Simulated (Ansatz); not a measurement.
Zincblende AlAs (110), 2 layers, DFT, PBE, all-electron LAPW, scalar-relativistic (Ansatz 0.2.0), on 1 thread of Intel(R) Xeon(R) 6975P-C (Granite Rapids) (shared host).

Command: `ansatz run input.yaml --threads 1 --pin off --max-ram 3584MiB --backend cpu --events-out ev --progress --plain --runs-dir out`

```yaml
crystal:
  lattice:
    - [4.0506544872, 0.0, 0.0]
    - [0.0, 5.7284905122, 0.0]
    - [0.0, 0.0, 18.0253]
  atoms:
    - { symbol: Al, position: [0.0, 0.875, 0.4438198742] }
    - { symbol: As, position: [0.5, 0.625, 0.4438198742] }
    - { symbol: Al, position: [0.5, 0.375, 0.5561801258] }
    - { symbol: As, position: [0.0, 0.125, 0.5561801258] }
kpoints:
  mp_grid: { grid: [8, 5, 1] }
scf:
  occupations: { method: fermi_dirac, width: 0.02 }
hamiltonian:
  xc: pbe
  pseudopotentials: { kind: all_electron, lapw: { basis_error: 0.001 } }
output:
  forces: true
  stress: true
  eigenvalues: true
  populations: true
  dos: { projected: true, de: 0.2, e_range: [-14, 8] }
efield:
  axis: 3
  amplitude: 0
  dipole_correction: true
```

(1) How large is the problem that the program sets up?

(2) About how long does it take, and how much memory?

Results:

(1) 15 irreducible k-points, 3715 plane waves at Γ, 41 bands.

(2) 64 s of wall time for 9 SCF iterations, with a peak of 1.3 GiB. Times on shared machines scatter by tens of per cent.
